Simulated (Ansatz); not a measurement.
FeO: frozen-core PAW against all-electron methods

```
Fe O
1.0
     1.51768    0.87623    2.51579
    -1.51768    0.87623    2.51579
     0.00000   -1.75247    2.51579
Fe O
1 1
Direct
  0.00000 0.00000 0.00000
  0.50000 0.50000 0.50000
```

Atoms are numbered in the order listed.

Structure: COD 9009770, as refined from experiment and not relaxed.

Semilocal functionals without U often leave such compounds metallic or with too small a gap, and the real magnetic order may differ.

Other magnetic orders may lie lower; this is the state that the run reached.

Levels of theory: DFT, PBE, PAW with Ansatz's default frozen-core files, scalar-relativistic (Ansatz 0.2.0); DFT, PBE, all-electron PAW with datasets made for the crystal, scalar-relativistic (Ansatz 0.2.0); DFT, PBE, all-electron LAPW, scalar-relativistic (Ansatz 0.2.0).

For PAW: a Γ-centred 16×16×16 k mesh, Fermi–Dirac smearing of 0.03 eV, cutoff 420 eV, spin-polarised from start moments Fe1 3 μB. The crystal-made all-electron datasets (AE datasets) take a cutoff of 400 eV at this cell. LAPW targets a basis error of 0.5 meV/atom. The Ansatz runs share mesh, smearing and spin set-up. Plane-wave (PAW) pressures include the program's estimate of the Pulay term.

Stress and pressure are positive in compression.

Levels count from the Fermi level.

```tsv
quantity	PAW	AE datasets	LAPW
pressure (GPa)	?	-0.80	-0.80
stress xx (GPa)	-0.40	-0.48	-0.47
stress zz (GPa)	?	-1.45	-1.44
moment of the cell (μB)	4.000	4.000	4.000
highest filled spin-up level at H0 (eV)	-1.738	-1.742	-1.742
lowest empty spin-up level at H0 (eV)	7.328	7.345	7.345
highest filled spin-up level at Γ (eV)	?	-0.005	-0.006
lowest empty spin-up level at Γ (eV)	15.192	15.207	15.206
highest filled spin-up level at H2 (eV)	-1.738	-1.742	-1.742
lowest empty spin-up level at H2 (eV)	7.328	7.345	7.345
```

(1) Give the missing entry: row "pressure (GPa)", column "PAW".

(2) What belongs in the row "highest filled spin-up level at Γ (eV)", column "PAW"?

(3) What belongs in the row "stress zz (GPa)", column "PAW"?

## Answers

(1) -0.72.

(2) -0.017.

(3) -1.36.
